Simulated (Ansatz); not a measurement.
Input and command of a plane-wave DFT calculation in Ansatz:

```yaml
crystal:
  lattice:
    - [2.7713511051, 0.0, 0.0]
    - [0.0, 2.7713511051, 0.0]
    - [0.0, 0.0, 3.3256213261]
  atoms:
    - { symbol: Zn, position: [0.5, 0.5, 0.5] }
    - { symbol: Cu, position: [0.0, 0.0, 0.0] }
basis:
  ecutwfc: 420
kpoints:
  mp_grid: { grid: [18, 18, 18] }
hamiltonian:
  xc: pbesol
scf:
  occupations: { method: gaussian, width: 0.15 }
output:
  forces: true
  stress: true
  eigenvalues: true
```

```bash
ansatz run input.yaml --threads 1 --pin off --max-ram 1228MiB --backend cpu --events-out ev --progress --plain --runs-dir out
```

Processor: Arm Neoverse N1, 1 thread, on a host shared with other jobs.

Problem. How long does it run, and how much memory does it take?

Solution. About 23 s on 1 thread of Arm Neoverse N1 (shared host), peak memory 0.56 GiB. It solves 20 bands at 550 k points (the mesh reduced by the symmetry that the task leaves, which can be less than the crystal's) with about 519 plane waves, in 6 SCF iterations.
